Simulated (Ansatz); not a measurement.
# An O vacancy in rocksalt CdO, 63 atoms, charge 0

How high is the barrier for this jump? The start is relaxed, a band joins it to the far end, and PBEsol and HSE06 are the levels used.

All numbers are computed with Ansatz 0.2.0 (PAW, plane waves).

### 1 The starting cell

63 atoms (31 O, 32 Cd); a = 9.381 Å, b = 9.381 Å, c = 9.381 Å, α = 90.00°, β = 90.00°, γ = 90.00°. All atoms were shaken off their sites by about 0.02 Å along each axis. Defect site 1: (0.250, 0.500, 0.500).

Plan of the steps: (2) PBEsol relaxation at the single k point (¼, ¼, ¼), on 1 × NVIDIA GB200 with 8 threads of Arm Neoverse-V2; (3) HSE06 single point at the single k point (¼, ¼, ¼), on 1 × NVIDIA GB200 with 8 threads of Arm Neoverse-V2; (4) PBEsol band at the single k point (¼, ¼, ¼), on 1 × NVIDIA GB200 with 8 threads of Arm Neoverse-V2; (5) HSE06 single point at the single k point (¼, ¼, ¼), on 1 × NVIDIA GB200 with 8 threads of Arm Neoverse-V2.

### 2 Relaxing the atoms with PBEsol

The input, in.yaml:

```yaml
crystal:
  lattice:
    - [9.381147, 0.000000, 0.000000]
    - [0.000000, 9.381147, 0.000000]
    - [0.000000, 0.000000, 9.381147]
  atoms:
    - { symbol: O, position: [0.251737, 0.004380, 0.002262] }
    - { symbol: O, position: [0.250680, 0.000891, 0.499392] }
    - { symbol: O, position: [0.250440, 0.499371, 0.000561] }
    - { symbol: O, position: [0.750115, 0.000684, 0.002236] }
    - { symbol: O, position: [0.751173, 0.998535, 0.500096] }
    - { symbol: O, position: [0.748397, 0.500757, 0.002594] }
    - { symbol: O, position: [0.749836, 0.497133, 0.502880] }
    - { symbol: O, position: [0.998294, 0.250809, 0.999489] }
    - { symbol: O, position: [0.999587, 0.253893, 0.495691] }
    - { symbol: O, position: [0.001550, 0.751412, 0.999448] }
    - { symbol: O, position: [0.999806, 0.751722, 0.498903] }
    - { symbol: O, position: [0.501607, 0.249263, 0.001167] }
    - { symbol: O, position: [0.500003, 0.250967, 0.502705] }
    - { symbol: O, position: [0.498360, 0.752876, 0.003536] }
    - { symbol: O, position: [0.498953, 0.754254, 0.503680] }
    - { symbol: O, position: [0.999550, 0.997450, 0.253225] }
    - { symbol: O, position: [0.000468, 0.001657, 0.746125] }
    - { symbol: O, position: [0.996555, 0.500891, 0.247577] }
    - { symbol: O, position: [0.001010, 0.498975, 0.751620] }
    - { symbol: O, position: [0.500791, 0.994463, 0.250660] }
    - { symbol: O, position: [0.499106, 0.005704, 0.749665] }
    - { symbol: O, position: [0.501698, 0.497338, 0.250090] }
    - { symbol: O, position: [0.500901, 0.500611, 0.750639] }
    - { symbol: O, position: [0.254032, 0.251461, 0.250027] }
    - { symbol: O, position: [0.250656, 0.250808, 0.749843] }
    - { symbol: O, position: [0.251616, 0.749165, 0.251941] }
    - { symbol: O, position: [0.250801, 0.748336, 0.748557] }
    - { symbol: O, position: [0.750749, 0.249876, 0.251367] }
    - { symbol: O, position: [0.749535, 0.248978, 0.748934] }
    - { symbol: O, position: [0.748739, 0.751461, 0.250617] }
    - { symbol: O, position: [0.749484, 0.748986, 0.746908] }
    - { symbol: Cd, position: [0.999459, 0.001397, 0.000659] }
    - { symbol: Cd, position: [0.999133, 0.999852, 0.499663] }
    - { symbol: Cd, position: [0.002596, 0.499120, 0.000924] }
    - { symbol: Cd, position: [0.000936, 0.499398, 0.493754] }
    - { symbol: Cd, position: [0.502114, 0.997712, 0.998520] }
    - { symbol: Cd, position: [0.497051, 0.001895, 0.504894] }
    - { symbol: Cd, position: [0.501183, 0.500159, 0.000940] }
    - { symbol: Cd, position: [0.498677, 0.499474, 0.503968] }
    - { symbol: Cd, position: [0.252119, 0.252861, 0.000354] }
    - { symbol: Cd, position: [0.251293, 0.248042, 0.500309] }
    - { symbol: Cd, position: [0.247254, 0.747495, 0.001808] }
    - { symbol: Cd, position: [0.249818, 0.753759, 0.495756] }
    - { symbol: Cd, position: [0.747405, 0.254353, 0.996852] }
    - { symbol: Cd, position: [0.748975, 0.250719, 0.497105] }
    - { symbol: Cd, position: [0.746892, 0.751623, 0.000822] }
    - { symbol: Cd, position: [0.748192, 0.748159, 0.495967] }
    - { symbol: Cd, position: [0.250669, 0.999544, 0.249933] }
    - { symbol: Cd, position: [0.247653, 0.003462, 0.746698] }
    - { symbol: Cd, position: [0.250340, 0.497788, 0.250825] }
    - { symbol: Cd, position: [0.247330, 0.498440, 0.747525] }
    - { symbol: Cd, position: [0.750280, 0.999531, 0.253655] }
    - { symbol: Cd, position: [0.748440, 0.001481, 0.750075] }
    - { symbol: Cd, position: [0.752204, 0.496346, 0.245637] }
    - { symbol: Cd, position: [0.748905, 0.500043, 0.751806] }
    - { symbol: Cd, position: [0.995971, 0.252511, 0.253997] }
    - { symbol: Cd, position: [0.999798, 0.250245, 0.748387] }
    - { symbol: Cd, position: [0.998880, 0.750399, 0.250403] }
    - { symbol: Cd, position: [0.002372, 0.749923, 0.750090] }
    - { symbol: Cd, position: [0.498601, 0.251379, 0.251795] }
    - { symbol: Cd, position: [0.501990, 0.250686, 0.745921] }
    - { symbol: Cd, position: [0.502960, 0.750317, 0.246786] }
    - { symbol: Cd, position: [0.499226, 0.747251, 0.745949] }
  symmetry: { detect: false }
kpoints:
  mp_grid: { grid: [1, 1, 1], shift: [0.25, 0.25, 0.25] }
hamiltonian:
  xc: pbesol
scf:
  occupations: { method: fermi_dirac, width: 0.01 }
relax:
  f_tol: 0.03
  max_steps: 80
  escape_saddle: false
  adjacent_minimum: "off"
output:
  forces: true
  eigenvalues: true
  populations: true
```

Run with:

```
> ansatz run in.yaml --threads 8 --pin off --max-ram 118750MiB --runs-dir r --events-out ev --progress --plain --backend cuda --devices 0, --max-vram 170GiB
```

The runs that follow: HSE06 on the final geometry; Nudged elastic band for the jump; Single point with HSE06.

What does the calculation give? Wanted: for each run, top filled to lowest empty.

As calculated:

| level | time | top filled to lowest empty (eV) |
| --- | --- | --- |
| PBEsol, relaxation | 3.6 s (GPU) | 1.23 |
| HSE06 | 18 s (GPU) | 1.54 |
| HSE06, at the band's top | 18 s (GPU) | 1.61 |

| quantity | value |
| --- | --- |
| relaxation | 4 recorded steps, 0.49 eV gained |
| largest shift | 0.10 Å (O18 and others alike) |
| barrier forwards, backwards | 1.43, 1.43 eV |
| jump | O by 3.19 Å |
| band iterations | 14 |
| top less start by HSE06 | 1.72 eV |

**What this shows.** Relaxation gains 0.49 eV, with shifts up to 0.10 Å (O18 and others alike). The PBEsol barrier is 1.43 eV forwards and 1.43 eV back, about 55 times kT at 300 K. The cell's size and k points aren't converged for it. The program's check left the order of the top open. On the same two geometries HSE06 gives 1.72 eV. At the same k points, PBEsol gives a spacing 0.30 eV smaller than the 1.54 eV of HSE06. In a defect cell this spacing can involve defect levels, so it need not be the gap.
